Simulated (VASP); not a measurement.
# TaAs (I4_1md) in VASP: notebook, part 2 of 2

VASP 6.6.1. The steps go on from the part before.

**5. Relaxation of the atoms, PBEsol (a relaxed cell with its volume scaled by 1.02)**

Input file INCAR:

```
PREC = Accurate ; ENCUT = 520
EDIFF = 1E-7 ; ISMEAR = 0
SIGMA = 0.1 ; LREAL = False
LASPH = True ; NELM = 100
ALGO = Normal ; ISIF = 2
LWAVE = False ; LCHARG = False
GGA = PS ; IBRION = 2
NSW = 80 ; EDIFFG = -0.002
```

Input file KPOINTS:

```
regular mesh
0
Gamma
  18 18 18
```

Input file POSCAR:

```
TaAs                                    
1.0
   -1.7277625270      1.7277625270      5.8353600692
    1.7277625270     -1.7277625270      5.8353600692
    1.7277625270      1.7277625270     -5.8353600692
  Ta              As            
     2     2
Direct
     0.5003141784120686    0.0003141784120686    0.5000000000000000
     0.7503141784120686    0.7503141784120686    0.0000000000000000
     0.0822852415879325    0.5822852415879325    0.5000000000000000
     0.3322852415879325    0.3322852415879325    0.0000000000000000
```

Potentials or basis: VASP PAW PBE potentials, release 64 (Ta_pv, As).

Launch:

```bash
> cat potpaw_PBE.64/Ta_pv/POTCAR potpaw_PBE.64/As/POTCAR > POTCAR
> mpirun -np 1 vasp_std > vasp.out
```

OUTCAR:

```text
PREC = Accurate
   ENCUT = 520
   EDIFF = 1E-7
   ISMEAR = 0
   LREAL = False
   LASPH = True
   NELM = 100
   ISIF = 2
   GGA = PS
   IBRION = 2
   NSW = 80
   EDIFFG = -0.002

 ion  position               nearest neighbor table
   1  0.500  0.000  0.500-   4 2.61   4 2.61   3 2.62   3 2.62   3 2.62   3 2.62   2 3.39   2 3.39
                             2 3.39   2 3.39
   2  0.750  0.750  0.000-   3 2.61   3 2.61   4 2.62   4 2.62   4 2.62   4 2.62   1 3.39   1 3.39
                             1 3.39   1 3.39
   3  0.082  0.582  0.500-   2 2.61   2 2.61   1 2.62   1 2.62   1 2.62   1 2.62
   4  0.332  0.332  0.000-   1 2.61   1 2.61   2 2.62   2 2.62   2 2.62   2 2.62

  LATTYP: Found a body centered tetragonal cell.
 ALAT       =     3.4555250540
 C/A-ratio  =     3.3774086300

  Lattice vectors:

 A1 = (  -1.7277625270,   1.7277625270,   5.8353600692)
 A2 = (   1.7277625270,  -1.7277625270,   5.8353600692)
 A3 = (   1.7277625270,   1.7277625270,  -5.8353600692)

Analysis of symmetry for initial positions (statically):
=====================================================================
 Subroutine PRICEL returns:
 Original cell was already a primitive cell.

 Routine SETGRP: Setting up the symmetry group for a
 body centered tetragonal supercell.

 Subroutine GETGRP returns: Found  8 space group operations
 (whereof  4 operations were pure point group operations)
 out of a pool of 16 trial point group operations.

The static configuration has the point symmetry C_2v.
 The point group associated with its full space group is C_4v.

Analysis of symmetry for dynamics (positions and initial velocities):
=====================================================================
 Subroutine PRICEL returns:
 Original cell was already a primitive cell.

 Routine SETGRP: Setting up the symmetry group for a
 body centered tetragonal supercell.

 Subroutine GETGRP returns: Found  8 space group operations
 (whereof  4 operations were pure point group operations)
 out of a pool of 16 trial point group operations.

The dynamic configuration has the point symmetry C_2v.
 The point group associated with its full space group is C_4v.

 Subroutine INISYM returns: Found  8 space group operations
 (whereof  4 operations are pure point group operations),
 and found     1 'primitive' translations

----------------------------------------------------------------------------------------

                                     Primitive cell

  volume of cell :      69.6780

  direct lattice vectors                    reciprocal lattice vectors
    -1.727762527  1.727762527  5.835360069     0.000000000  0.289391622  0.085684515
     1.727762527 -1.727762527  5.835360069     0.289391622  0.000000000  0.085684515
     1.727762527  1.727762527 -5.835360069     0.289391622  0.289391622  0.000000000

  length of vectors
     6.326274878  6.326274878  6.326274878     0.301810118  0.301810118  0.409261557

  position of ions in fractional coordinates (direct lattice)
     0.500314178  0.000314178  0.500000000
[... 115 lines left out ...]
 Gauss-broadening in eV      SIGMA  =   0.10
  energy-cutoff  :      520.00
  volume of cell :       69.68
 maximum number of plane-waves:      1900
   NGX = 23   NGY = 23   NGZ = 23

--------------------------------------- Ionic step        1  -------------------------------------------

 number of electron      32.0000002 magnetization

 Free energy of the ion-electron system (eV)
  ---------------------------------------------------
  ext. energy  EPLUGINS =         0.00000000
  ---------------------------------------------------
  free energy    TOTEN  =       -37.71577934 eV

  energy without entropy =      -37.71408718  energy(sigma->0) =      -37.71493326

------------------------ aborting loop because EDIFF is reached ----------------------------------------

  FORCE on cell =-STRESS in cart. coord.  units (eV):
  Direction    XX          YY          ZZ          XY          YZ          ZX
  --------------------------------------------------------------------------------------
  -------------------------------------------------------------------------------------
  Total       -1.6632349     -1.6632349     -1.4532613      0.0000000      0.0000000      0.0000000
  in kB      -38.2444496    -38.2444496    -33.4163143      0.0000000      0.0000000      0.0000000
  external PRESSURE =     -36.6350711 kB  Pullay stress =       0.0000000 kB

 VOLUME and BASIS-vectors are now :
 -----------------------------------------------------------------------------
  energy-cutoff  :      520.00
  volume of cell :       69.68
      direct lattice vectors                 reciprocal lattice vectors
    -1.727762527  1.727762527  5.835360069     0.000000000  0.289391622  0.085684515
     1.727762527 -1.727762527  5.835360069     0.289391622  0.000000000  0.085684515
     1.727762527  1.727762527 -5.835360069     0.289391622  0.289391622  0.000000000

 POSITION                                       TOTAL-FORCE (eV/Angst)
 -----------------------------------------------------------------------------------
      0.00000      1.72776      0.00367         0.000000     -0.000000     -0.012136
      0.00000      0.00000      8.75671        -0.000000      0.000000     -0.012136
      1.72776      0.00000      0.96033        -0.000000     -0.000000      0.012136
      0.00000      0.00000      3.87801        -0.000000     -0.000000      0.012136
 -----------------------------------------------------------------------------------
    total drift:                                0.000000      0.000000      0.000144

  FREE ENERGIE OF THE ION-ELECTRON SYSTEM (eV)
  ---------------------------------------------------
  free  energy   TOTEN  =       -37.7157793377 eV

  energy  without entropy=      -37.7140871835  energy(sigma->0) =      -37.71493326

--------------------------------------- Ionic step        2  -------------------------------------------

 number of electron      32.0000002 magnetization

 Free energy of the ion-electron system (eV)
  ---------------------------------------------------
  ext. energy  EPLUGINS =         0.00000000
  ---------------------------------------------------
  free energy    TOTEN  =       -37.71579218 eV

  energy without entropy =      -37.71409951  energy(sigma->0) =      -37.71494584

 E-fermi :   6.7962     XC(G=0): -12.0073

 val. band max:        6.7918015318   @ k =  -0.1111   0.4444   0.1111
 cond. band min:       6.8008631306   @ k =  -0.1111  -0.4444   0.1111
 fundamental gap:      0.0090615988
 Fermi energy:         6.7961894094

 k-point     1 :       0.0000    0.0000    0.0000
  band No.  band energies     occupation
      1     -28.1226      2.00000
      2     -28.0890      2.00000
      3     -28.0890      2.00000
      4     -27.9379      2.00000
      5     -27.9379      2.00000
      6     -27.8790      2.00000
[... 541 lines left out ...]
     19       8.4929      0.00000
     20       9.2534      0.00000

 [... further k-points ...]
[... 5 lines left out ...]
  --------------------------------------------------------------------------------------
  -------------------------------------------------------------------------------------
  Total       -1.6691733     -1.6691733     -1.4358272      0.0000000      0.0000000      0.0000000
  in kB      -38.3809981    -38.3809981    -33.0154331      0.0000000      0.0000000      0.0000000
  external PRESSURE =     -36.5924764 kB  Pullay stress =       0.0000000 kB

 VOLUME and BASIS-vectors are now :
 -----------------------------------------------------------------------------
  energy-cutoff  :      520.00
  volume of cell :       69.68
      direct lattice vectors                 reciprocal lattice vectors
    -1.727762527  1.727762527  5.835360069     0.000000000  0.289391622  0.085684515
     1.727762527 -1.727762527  5.835360069     0.289391622  0.000000000  0.085684515
     1.727762527  1.727762527 -5.835360069     0.289391622  0.289391622  0.000000000

 POSITION                                       TOTAL-FORCE (eV/Angst)
 -----------------------------------------------------------------------------------
      0.00000      1.72776      0.00308         0.000000     -0.000000      0.001309
      0.00000      0.00000      8.75612        -0.000000      0.000000      0.001309
      1.72776      0.00000      0.96091        -0.000000     -0.000000     -0.001309
      1.72776      1.72776     -1.95677         0.000000      0.000000     -0.001309
 -----------------------------------------------------------------------------------
    total drift:                                0.000000      0.000000      0.000125

  FREE ENERGIE OF THE ION-ELECTRON SYSTEM (eV)
  ---------------------------------------------------
  free  energy   TOTEN  =       -37.7157921764 eV

  energy  without entropy=      -37.7140995082  energy(sigma->0) =      -37.71494584

 reached required accuracy - stopping structural energy minimisation
```

Wall time 24 min (1 thread of Intel Xeon Platinum 8259CL at 2.50GHz (Skylake/Cascade Lake), shared host); peak memory 0.82 GiB.

What came out:

```
Free energy               : -37.7158 eV
Energy gained by relaxing : 0.0 meV/atom
Ionic steps               : 2
Pressure after relaxing   : -3.7 GPa
Band gap on the k mesh    : none (metal or under the smearing width)
```

Stress tensor (GPa, compression positive):
```
-3.84  0.00  0.00
 0.00 -3.84  0.00
 0.00  0.00 -3.30
```

Final structure:
```xyz
4
Lattice="-1.7278 1.7278 5.8354 1.7278 -1.7278 5.8354 1.7278 1.7278 -5.8354" Properties=species:S:1:pos:R:3 pbc="T T T"
Ta    0.0000    1.7278    0.0031
Ta    0.0000    0.0000    8.7561
As    1.7278    0.0000    0.9609
As    1.7278    1.7278   -1.9568
```

Caveat: the PAW data sets were made with another functional, which shifts forces and pressure a little. Spin-orbit coupling is left out, which matters for the levels of Ta.

**6. Summary**

| task | cell | gap on the mesh (eV) | pressure (GPa) |
| --- | --- | --- | --- |
| relaxation of cell and atoms | relaxed | none | 0.0 |
| relaxation of the atoms | atoms relaxed from: a relaxed cell with its volume scaled by 0.98 | none | 4.1 |
| relaxation of the atoms | atoms relaxed from: a relaxed cell with its volume scaled by 1.02 | none | -3.7 |

Alike in all rows: level PBEsol; potentials or basis VASP PAW PBE potentials, release 64 (Ta_pv, As); no spin polarisation; k mesh 18 × 18 × 18; cutoff (eV) 520; smearing gaussian 0.1 eV.

Caveats: the PAW data sets were made with another functional, which shifts forces and pressure a little; the relaxation stopped at its first step, so nothing moved (some runs).

Absolute energies hang on the potentials; compare differences alone.
